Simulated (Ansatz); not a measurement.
# Residual resistivity of an alloy: Pt(111) with 4 layers of random Pt-Rh, 2x2

Aim: the residual resistivity of a random alloy, from Pt(111) with 4 layers of random Pt-Rh, 2x2 and longer regions.

Program: Ansatz 0.2.0. Level of theory: Ansatz plane-wave DFT, PBE, PAW files; ballistic transport by layer matching (Landauer), zero bias; PAW set soft_1. Results are calculated unless marked as measured.

Most raw output is cut from this account.

## 1. Set-up

The cell holds 40 atoms: 38 Pt and 2 Rh. Its edges and angles: a = 5.546 Å, b = 5.546 Å, c = 22.699 Å, α = 93.5°, β = 86.5°, γ = 120.0°. It derives from Pt. Regions: lead, 24 atoms (24 Pt); scattering region, 16 atoms (14 Pt and 2 Rh). The structure is stacked along c, and the current runs across the ab planes.

## 2. With 4 alloy layers

In 4 layers a share of 0.125 of the sites is given to Rh at random. The layers about the cell's end stay perfect and serve as the lead. Energies from -0.05 to 0.05 eV in steps of 0.05 eV are too few for the program's thermal sum, so it prints no conductance; for a metal the transmission near the Fermi level serves, at a fraction of the cost.

File input.yaml:

```yaml
crystal:
  lattice:
    - [5.5462627489, 0.0, 0.0]
    - [-2.7731313745, 4.8032044366, 0.0]
    - [1.3865656872, -0.8005340728, 22.6425228571]
  atoms:
    - { symbol: Pt, position: [0.9916666667, 0.0083333333, 0.05] }
    - { symbol: Pt, position: [0.9916666667, 0.5083333333, 0.05] }
    - { symbol: Pt, position: [0.4916666667, 0.0083333333, 0.05] }
    - { symbol: Pt, position: [0.4916666667, 0.5083333333, 0.05] }
    - { symbol: Pt, position: [0.1416666667, 0.3583333333, 0.15] }
    - { symbol: Pt, position: [0.1416666667, 0.8583333333, 0.15] }
    - { symbol: Pt, position: [0.6416666667, 0.3583333333, 0.15] }
    - { symbol: Pt, position: [0.6416666667, 0.8583333333, 0.15] }
[... 28 atom lines left out ...]
    - { symbol: Pt, position: [0.8416666667, 0.1583333333, 0.95] }
    - { symbol: Pt, position: [0.8416666667, 0.6583333333, 0.95] }
    - { symbol: Pt, position: [0.3416666667, 0.1583333333, 0.95] }
    - { symbol: Pt, position: [0.3416666667, 0.6583333333, 0.95] }
kpoints:
  mp_grid: { grid: [5, 5, 1] }
hamiltonian:
  xc: pbe
  pseudopotentials: { kind: paw, azcp: { folder: soft_1 } }
scf:
  occupations: { method: fermi_dirac, width: 0.1 }
output:
  transmission:
    leads: [[0, 4]]
    kmesh: [10, 10]
    e_range: [-0.05, 0.05]
    de: 0.05
  write_potential: true
  write_density: true
  volumetric_format: npy
```

Run with:

```
> ansatz run input.yaml --threads 4 --pin off --max-ram 15360MiB --backend cpu --events-out ev --progress --plain --runs-dir out
```

The job ended after 4.2 min (4 threads of Arm Neoverse V1, shared host; peak memory 4.8 GiB).

Numbers from this step:

```yaml
free_energy: -488745.0417 eV
energy_at_zero_smearing: -488743.9158 eV
fermi_energy: 23.25 eV
cell_area: 26.64 Å²
transmission_per_spin_nearest_the_fermi_level: 5.653
open_channels_per_spin_nearest_the_fermi_level: 6.89
step_of_the_lead_s_potential: 1.2 meV
```

Per spin. Table of transmission, zone mean by energy, zero at the Fermi level:

| energy (eV) | transmission, zone mean |
| --- | --- |
| -0.0500 | 6.03 |
| 0.0000 | 5.65 |
| 0.0500 | 5.20 |

Per spin. Table of open channels, zone mean, lead by energy, zero at the Fermi level:

| energy (eV) | open channels, zone mean, lead |
| --- | --- |
| -0.0500 | 7.16 |
| 0.0000 | 6.89 |
| 0.0500 | 6.21 |

Transmission over k1 and k2. At 0.0000 eV from the Fermi level.

Ten even steps from '_' (2.56) to '@' (8.35):
```
@@%%==++++%%@@..__..
::==%%++++%%++::____
--++++%%__%%++++::..
@@++++__++++__++++@@
%%%%%%%%++..++%%%%%%
@@@@++++__++++__++++
--..::++++%%__%%++++
::____::++%%++++%%==
@@..__..@@%%++++==%%
@@@@::--@@%%@@--::@@
```
Columns: k1 (b1) from -0.5 to 0.4; rows upwards: k2 (b2) from -0.5 to 0.4.

Open channels over k1 and k2. At 0.0000 eV from the Fermi level.

Ten even steps from '_' (3.0) to '@' (10.0):
```
@@##======##@@..__..
====##++++##====____
====++%%..%%++====..
@@==++..%%%%..++==@@
@@####%%%%::%%%%####
@@@@==++..%%%%..++==
==..====++%%..%%++==
==____====##++++##==
@@..__..@@##======##
@@@@====@@@@@@====@@
```
Columns: k1 (b1) from -0.5 to 0.4; rows upwards: k2 (b2) from -0.5 to 0.4.

Over the solved energies the transmission per spin lies between 5.20 and 6.03, out of 6.75 channels of the lead on average (up to 7.16).

## 3. With 8 alloy layers

In 8 layers a share of 0.125 of the sites is given to Rh at random. A fresh draw is used; the growth of the resistance with length is what counts.

System of this step: Pt(111) with 8 layers of random Pt-Rh, 2x2. The cell holds 56 atoms: 52 Pt and 4 Rh. Cell: a = 5.546 Å, b = 5.546 Å, c = 31.740 Å, α = 87.5°, β = 92.5°, γ = 120.0°. It derives from Pt. Regions: lead, 24 atoms (24 Pt); scattering region, 32 atoms (28 Pt and 4 Rh). The structure is stacked along c, and the current runs across the ab planes.

File input.yaml:

```yaml
crystal:
  lattice:
    - [5.5462627489, 0.0, 0.0]
    - [-2.7731313745, 4.8032044366, 0.0]
    - [-1.3865656872, 0.8005340728, 31.6995319999]
  atoms:
    - { symbol: Pt, position: [0.005952381, 0.994047619, 0.0357142857] }
    - { symbol: Pt, position: [0.005952381, 0.494047619, 0.0357142857] }
    - { symbol: Pt, position: [0.505952381, 0.994047619, 0.0357142857] }
    - { symbol: Pt, position: [0.505952381, 0.494047619, 0.0357142857] }
    - { symbol: Pt, position: [0.1845238095, 0.3154761905, 0.1071428571] }
    - { symbol: Pt, position: [0.1845238095, 0.8154761905, 0.1071428571] }
    - { symbol: Pt, position: [0.6845238095, 0.3154761905, 0.1071428571] }
    - { symbol: Pt, position: [0.6845238095, 0.8154761905, 0.1071428571] }
[... 44 atom lines left out ...]
    - { symbol: Pt, position: [0.3273809524, 0.1726190476, 0.9642857143] }
    - { symbol: Pt, position: [0.3273809524, 0.6726190476, 0.9642857143] }
    - { symbol: Pt, position: [0.8273809524, 0.1726190476, 0.9642857143] }
    - { symbol: Pt, position: [0.8273809524, 0.6726190476, 0.9642857143] }
kpoints:
  mp_grid: { grid: [5, 5, 1] }
hamiltonian:
  xc: pbe
  pseudopotentials: { kind: paw, azcp: { folder: soft_1 } }
scf:
  occupations: { method: fermi_dirac, width: 0.1 }
output:
  transmission:
    leads: [[0, 4]]
    kmesh: [10, 10]
    e_range: [-0.05, 0.05]
    de: 0.05
  write_potential: true
  write_density: true
  volumetric_format: npy
```

Wall time 9.8 min (4 threads); peak memory 8.6 GiB; 38 min of CPU time.

Numbers from this step:

```
free energy                                   : -676897.2135 eV
energy at zero smearing                       : -676895.6492 eV
Fermi energy                                  : 23.18 eV
transmission per spin nearest the Fermi level : 5.358
step of the lead's potential                  : 3.7 meV
```

Per spin. The transmission, zone mean by energy, zero at the Fermi level:

| energy (eV) | transmission, zone mean |
| --- | --- |
| -0.0500 | 5.80 |
| 0.0000 | 5.36 |
| 0.0500 | 4.99 |

Over the solved energies the transmission per spin lies between 4.99 and 5.80, out of 6.71 channels of the lead on average (up to 7.04).

## 4. With 12 alloy layers

In 12 layers a share of 0.125 of the sites is given to Rh at random. A fresh draw is used; the growth of the resistance with length is what counts.

System of this step: Pt(111) with 12 layers of random Pt-Rh, 2x2. The cell holds 72 atoms: 66 Pt and 6 Rh. Cell: a = 5.546 Å, b = 5.546 Å, c = 40.757 Å, α = 90.0°, β = 90.0°, γ = 120.0°. It derives from Pt. Regions: lead, 24 atoms (24 Pt); scattering region, 48 atoms (42 Pt and 6 Rh). The structure is stacked along c, and the current runs across the ab planes.

File input.yaml:

```yaml
crystal:
  lattice:
    - [5.5462627489, 0.0, 0.0]
    - [-2.7731313745, 4.8032044366, 0.0]
    - [0.0, 0.0, 40.7565411427]
  atoms:
    - { symbol: Pt, position: [0.0, 0.0, 0.0277777778] }
    - { symbol: Pt, position: [0.0, 0.5, 0.0277777778] }
    - { symbol: Pt, position: [0.5, 0.0, 0.0277777778] }
    - { symbol: Pt, position: [0.5, 0.5, 0.0277777778] }
    - { symbol: Pt, position: [0.1666666667, 0.3333333333, 0.0833333333] }
    - { symbol: Pt, position: [0.1666666667, 0.8333333333, 0.0833333333] }
    - { symbol: Pt, position: [0.6666666667, 0.3333333333, 0.0833333333] }
    - { symbol: Pt, position: [0.6666666667, 0.8333333333, 0.0833333333] }
[... 60 atom lines left out ...]
    - { symbol: Pt, position: [0.3333333333, 0.1666666667, 0.9722222222] }
    - { symbol: Pt, position: [0.3333333333, 0.6666666667, 0.9722222222] }
    - { symbol: Pt, position: [0.8333333333, 0.1666666667, 0.9722222222] }
    - { symbol: Pt, position: [0.8333333333, 0.6666666667, 0.9722222222] }
kpoints:
  mp_grid: { grid: [5, 5, 1] }
hamiltonian:
  xc: pbe
  pseudopotentials: { kind: paw, azcp: { folder: soft_1 } }
scf:
  occupations: { method: fermi_dirac, width: 0.1 }
output:
  transmission:
    leads: [[0, 4]]
    kmesh: [10, 10]
    e_range: [-0.05, 0.05]
    de: 0.05
  write_potential: true
  write_density: true
  volumetric_format: npy
```

The job ended after 28 min (4 threads; peak memory 8.5 GiB).

This step gave:

```yaml
free_energy: -865049.1751 eV
energy_at_zero_smearing: -865047.1315 eV
fermi_energy: 23.13 eV
transmission_per_spin_nearest_the_fermi_level: 4.937
step_of_the_lead_s_potential: 0.4 meV
```

Per spin. Table of transmission, zone mean by energy, zero at the Fermi level:

| energy (eV) | transmission, zone mean |
| --- | --- |
| -0.0500 | 5.33 |
| 0.0000 | 4.94 |
| 0.0500 | 4.52 |

Over the solved energies the transmission per spin lies between 4.52 and 5.33, out of 6.71 channels of the lead on average (up to 7.04).

## 5. Resistance against length

This step: Ansatz plane-wave DFT, PBE, PAW files; ballistic transport by layer matching (Landauer), zero bias; residual resistivity from the slope of the area resistance, atoms on the host's lattice; PAW set soft_1 (Ansatz 0.2.0).

Numbers from this step:

- resistivity: 4.601 µΩ cm
- intercept: 0.05478 fΩ m²
- scatter about the fit: 0.007951 fΩ m²

Resistance, by row:

| run | length (Å) | T | channels N | RA (fΩ m²) |
| --- | --- | --- | --- | --- |
| n4 | 9.057 | 5.625 | 6.753 | 0.1021 |
| n8 | 18.11 | 5.38 | 6.713 | 0.1269 |
| n12 | 27.17 | 4.929 | 6.713 | 0.1854 |

Table of area resistance by length of the alloy:

| length of the alloy (Å) | area resistance (fΩ m²) |
| --- | --- |
| 9.06 | 0.102 |
| 18.11 | 0.127 |
| 27.17 | 0.185 |

The area resistance goes from 0.10 to 0.19 fΩ m² between 9.1 and 27.2 Å, a slope of 4.6 µΩ cm.

By hand from the end points: (0.1854 − 0.1021) fΩ m² / (27.17 − 9.06) Å = 4.6 µΩ cm, since 1 fΩ m² per Å is 1000 µΩ cm.

## 6. Results

```json
{
  "resistivity from the slope": "4.60 µΩ cm",
  "area resistance over 9.06 Å": "0.102 fΩ m²",
  "area resistance over 18.1 Å": "0.127 fΩ m²",
  "area resistance over 27.2 Å": "0.185 fΩ m²"
}
```

What this shows: The slope gives 4.6 µΩ cm. The points scatter by 0.0080 fΩ m² about the line, with one random draw a length in a 2x2 cell, so the slope is a rough value. Read with a model of isotropic scattering on a spherical Fermi surface and the lead's 2.0×10¹⁵ S/m², this slope means a mean free path near 93 Å; over these lengths the model's slope is 1.12 times its bulk resistivity, which would be 4.1 µΩ cm. The draw over the shortest length came out nearly ordered, with 8 symmetry operations, so that point is a poor sample of a random alloy. The atoms sit on the host's lattice, so scattering by size misfit is left out. Spin-orbit coupling is left out, which matters for Pt.

[Logs are printed without paths, hosts, clocks, repeated set-up lines and the standing remarks that a program may print on its own settings, such as how far it seeks lower states.]

[Hosts, paths, dates, database ids (printed as entryN), source tags and the programs' standing remarks are cut or masked in the printed files.]
